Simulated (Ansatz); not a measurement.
# Eu: the cost of one run

Program: Ansatz 0.2.0. Level of theory: DFT PBE with spin–orbit coupling, plane waves, PAW (the target; the first runs use scalar-relativistic PBE). These are calculated values, not measurements.

1 further run of the same task is left out (set aside as unsound or not needed).

### 1 The structure to begin with

Symmetry: P6_3/mmc, No. 194, hexagonal system. Conventional cell: a = 4.128 Å, b = 4.128 Å, c = 13.280 Å, α = 90.00°, β = 90.00°, γ = 120.00°. Around Eu (site symmetry -3m) lie 12 Eu at 4.09 to 4.13 Å. Around Eu (site symmetry -6m2) lie 12 Eu at 4.09 to 4.13 Å.

As a file:

```
Eu
1.0
     4.12757    0.00000    0.00000
    -2.06378    3.57458    0.00000
     0.00000    0.00000   13.28048
Eu
4
Direct
  0.00000 0.00000 0.00000
  0.00000 0.00000 0.50000
  0.33333 0.66667 0.25000
  0.66667 0.33333 0.75000
```

The moments start at Eu 7.00 μB.

### 2 Full relaxation (PBE, 6×6×2 mesh)

Contents of input.yaml:

```yaml
crystal:
  lattice:
    - [4.1275682004, 0.0, 0.0]
    - [-2.0637841002, 3.5745789174, 0.0]
    - [0.0, 0.0, 13.2804780558]
  atoms:
    - { symbol: Eu, position: [0.0, 0.0, 0.0], spin: 7.0 }
    - { symbol: Eu, position: [0.0, 0.0, 0.5], spin: 7.0 }
    - { symbol: Eu, position: [0.3333333333, 0.6666666667, 0.25], spin: 7.0 }
    - { symbol: Eu, position: [0.6666666667, 0.3333333333, 0.75], spin: 7.0 }
basis:
  ecutwfc: 420
  ecutrho_ratio: 4
kpoints:
  mp_grid: { grid: [6, 6, 2] }
hamiltonian:
  xc: pbe
scf:
  occupations: { method: gaussian, width: 0.05 }
output:
  forces: true
  stress: true
  eigenvalues: true
  populations: true
magnetization:
  spin_polarized: true
relax:
  f_tol: 0.03
  max_steps: 60
  cell: { stress_tol: 0.3 }
```

Run with:

```console
> ansatz run input.yaml --threads 4 --pin off --max-ram 8192MiB --backend cpu --events-out ev --progress --plain --runs-dir out
```

Q: Estimate wall time and peak memory on 4 threads of AMD EPYC 9R45 (Zen 5), shared host.

About 13 s, with a peak of 0.8 GiB.
